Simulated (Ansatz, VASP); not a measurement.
**BN: VASP beside Ansatz**

```
N B
1.0
     0.00000    1.81300    1.81300
     1.81300    0.00000    1.81300
     1.81300    1.81300    0.00000
N B
1 1
Direct
  0.25000 0.25000 0.25000
  0.00000 0.00000 0.00000
```

The cell is a database's computed one.

Alike in both runs: task relaxation of cell and atoms; functional BLYP; k mesh 13 × 13 × 13; occupations fermi-dirac, width 0.05 eV; no spin polarisation.

|  | VASP | Ansatz |
| --- | --- | --- |
| version | VASP 6.6.1 | Ansatz 0.2.0 |
| potentials or method | VASP PAW PBE potentials, release 64 (N, B) | Ansatz PAW |
| plane-wave cutoff (eV) | 600 | 420 |
| valence electrons in the cell | 8 | 8 |

VASP gave:

```
gap on the k mesh at the Fermi level, each at its own relaxed structure (eV) : 4.91
relaxed volume (Å³/atom)                                                     : 6.06
relaxed cell length with the largest relative difference (Å)                 : 2.578
energy change over the relaxation (meV/atom)                                 : -2
```

Problem. What did Ansatz give for the same quantities?

Solution. gap on the k mesh at the Fermi level, each at its own relaxed structure (eV): 4.91; relaxed volume (Å³/atom): 6.06; relaxed cell length with the largest relative difference (Å): 2.579; energy change over the relaxation (meV/atom): -2.

Caveats: the PAW data sets were made with another functional, which shifts forces and pressure a little (VASP); an odd mesh through Γ misses points on the zone boundary, where band edges often lie (VASP); odd divisions of the mesh miss points on the zone boundary, where band edges often lie, so the gap on the mesh can be too wide (Ansatz); the plane-wave basis is chosen anew once the cell has moved, so the energies of steps on either side of that aren't comparable (Ansatz); the pressure holds a Pulay correction of +1.2 GPa for the finite cutoff (Ansatz); the PAW data sets come from PBE, with cores solved anew for the run's functional, which leaves a small shift of forces and pressure (Ansatz). A hybrid or GW would open this gap; BLYP tends to underestimate it.
